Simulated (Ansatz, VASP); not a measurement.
Two plane-wave programs on TiTe2

INCAR

```
SYSTEM = TiTe2
  PREC = Accurate
  ENCUT = 520
  EDIFF = 1E-6
  ISMEAR = 0
  SIGMA = 0.15
  LREAL = .False.
  LASPH = .True.
  NELM = 100
  ALGO = Normal
  ISIF = 2
  LWAVE = .False.
  LCHARG = .False.
  GGA = PE
  IVDW = 12
  NBANDS = 19
```

File KPOINTS:

```
regular mesh
0
Gamma
  18 18 8
  0 0 0
```

The input POSCAR:

```
TiTe2
1.0
    3.9872559211      0.0000000000      0.0000000000
   -1.9936279606      3.4530649191      0.0000000000
    0.0000000000      0.0000000000      5.8307666015
Ti Te
1 2
Direct
    0.0000000000      0.0000000000      0.0000000000
    0.6666666667      0.3333333333      0.2628000000
    0.3333333333      0.6666666667      0.7372000000
```

Input for Ansatz:

```yaml
crystal:
  lattice:
    - [3.9872559211, 0.0, 0.0]
    - [-1.9936279606, 3.4530649191, 0.0]
    - [0.0, 0.0, 5.8307666015]
  atoms:
    - { symbol: Ti, position: [0.0, 0.0, 0.0] }
    - { symbol: Te, position: [0.6666666667, 0.3333333333, 0.2628] }
    - { symbol: Te, position: [0.3333333333, 0.6666666667, 0.7372] }
basis:
  ecutwfc: 420
kpoints:
  mp_grid: { grid: [18, 18, 8] }
hamiltonian:
  xc: pbe
  dispersion: d3bj
scf:
  occupations: { method: gaussian, width: 0.15 }
output:
  forces: true
  stress: true
  eigenvalues: true
```

Alike in both runs: task single point; functional PBE; dispersion D3(BJ); k mesh 18 × 18 × 8; occupations gaussian, width 0.15 eV; no spin polarisation.

|  | VASP | Ansatz |
| --- | --- | --- |
| version | VASP 6.6.1 | Ansatz 0.2.0 |
| potentials or method | VASP PAW PBE potentials, release 64 (Ti_sv, Te) | scalar-relativistic, plane waves, PAW |
| plane-wave cutoff (eV) | 520 | 420 |
| valence electrons in the cell | 24 | 44 |

```tsv
	VASP	Ansatz	Ansatz less VASP
gap on the k mesh at the Fermi level (eV)	none	none	-
pressure (GPa)	-1.2	-1.2	+0.02
largest component of the traceless stress (GPa)	5.34	5.35	+0.004
rms of the force components (eV/Å)	0.200	0.195	-0.0043
```

Atom by atom the forces differ by 0.004 eV/Å (rms over components). A gap of «none» marks a metal or a gap that the smearing closes. The two sets of potentials don't hold the same shells in valence.

Caveats: pairwise dispersion overbinds metals, which lowers pressure and volume. The runs have no spin-orbit coupling, so splittings on Te are missing.
